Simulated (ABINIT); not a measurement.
Runs of ABINIT 10.8.3 (patched build) on Ge. The structure is hexagonal, space group P6_3/mmc (No. 194). The conventional cell has a = 3.998 Å, b = 3.998 Å, c = 6.599 Å, α = 90.00°, β = 90.00°, γ = 120.00°. Ge (site symmetry 3m) has 4 Ge at 2.45 to 2.47 Å as nearest neighbours. This isn't the form of Ge at room conditions, which is diamond.

```tsv
task	level	potentials or basis	cell	k mesh	cell freedom (optcell)	cutoff smearing ecutsm (Ha)	optimiser (ionmov)	force stop (Ha/bohr)	gap on the mesh (eV)	pressure (GPa)	relaxed volume (Å³/atom)	largest force (eV/Å)
relaxation of cell and atoms	LDA	JTH PAW LDA v2.0	relaxed	7 × 7 × 3	2	0.5	22	0.0005	0.11	0.1	22.23	0.02
band structure	PBEsol	JTH PAW PBE v2.0	as given	8 × 8 × 4	-	-	-	-	-	-0.5	-	0.01
relaxation of cell and atoms	PBEsol	JTH PAW PBE v2.0	relaxed	6 × 6 × 3	2	0.5	22	0.0005	0.20	0.0	(b)	0.01
band structure	LDA	JTH PAW LDA v2.0	as given	8 × 8 × 4	-	-	-	-	-	(a)	-	-
```

Alike in all rows: no spin polarisation; cutoff (eV) 599; smearing fermi-dirac 0.05 eV.

Question: Fill in the values left out.

Answer: (a) -2.4; (b) 22.93.

Caveats: an odd mesh through Γ misses points on the zone boundary, where band edges often lie (some runs); the PAW data sets were made with another functional, which shifts forces and pressure a little (some runs); the atomic spheres overlap (some runs).

A k mesh can miss the band edges, and the runs leave out spin-orbit coupling on Ge.

Runs at the PBE level aren't shown here.
